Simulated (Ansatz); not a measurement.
Set up this calculation in Ansatz 0.2.0, as the native input.

- Task: relaxation of cell and atoms
- Functional: LDA
- Potentials or basis: Ansatz PAW
- Cutoff: 420 eV (not typed: the program's choice for these potentials)
- k mesh: 8 × 8 × 8
- Occupations: fermi-dirac, width 0.05 eV
- Spin: no spin polarisation

Crystal: Si.

```
Si
1.0
     0.00000    2.72185    2.72185
     2.72185    0.00000    2.72185
     2.72185    2.72185    0.00000
Si
2
Direct
  0.50000 0.50000 0.50000
  0.75000 0.75000 0.75000
```

These files were run (other wordings do the same):

input.yaml

```yaml
crystal:
  lattice:
    - [0.0, 2.7218511865, 2.7218511865]
    - [2.7218511865, 0.0, 2.7218511865]
    - [2.7218511865, 2.7218511865, 0.0]
  atoms:
    - { symbol: Si, position: [0.5, 0.5, 0.5] }
    - { symbol: Si, position: [0.75, 0.75, 0.75] }
hamiltonian:
  xc: lda
  pseudopotentials: { kind: paw }
kpoints:
  mp_grid: { grid: [8, 8, 8] }
scf:
  occupations: { method: fermi_dirac, width: 0.05 }
output:
  forces: true
  stress: true
  eigenvalues: true
relax:
  f_tol: 0.01
  max_steps: 40
  cell: { stress_tol: 0.05 }
```

Potentials or basis: Ansatz PAW.

Launch:

```sh
$ ansatz run input.yaml --threads 2 --pin off --max-ram 5632MiB --backend cpu --events-out ev --progress --plain --runs-dir out
```

It gave:

```
Relaxed volume                         : 19.70 Å³/atom
Relaxed cell                           : a = 3.820 Å, b = 3.820 Å, c = 3.820 Å, α = 60.00°, β = 60.00°, γ = 60.00°
Space group after relaxing (to 0.05 Å) : Fd-3m (No. 227)
Energy gained by relaxing              : 3.1 meV/atom
Ionic steps                            : 4
Pressure after relaxing                : 0.0 GPa
Band gap on the k mesh                 : 0.49 eV, indirect (least direct gap 2.53 eV)
```

Caveat: the plane-wave basis is chosen anew once the cell has moved, so the energies of steps on either side of that aren't comparable; the PAW data sets come from PBE, with cores solved anew for the run's functional, which leaves a small shift of forces and pressure.

Run time: 1.4 s on 2 threads of Intel(R) Xeon(R) Platinum 8488C (Sapphire Rapids), with other jobs on the host, peak memory 0.34 GiB.
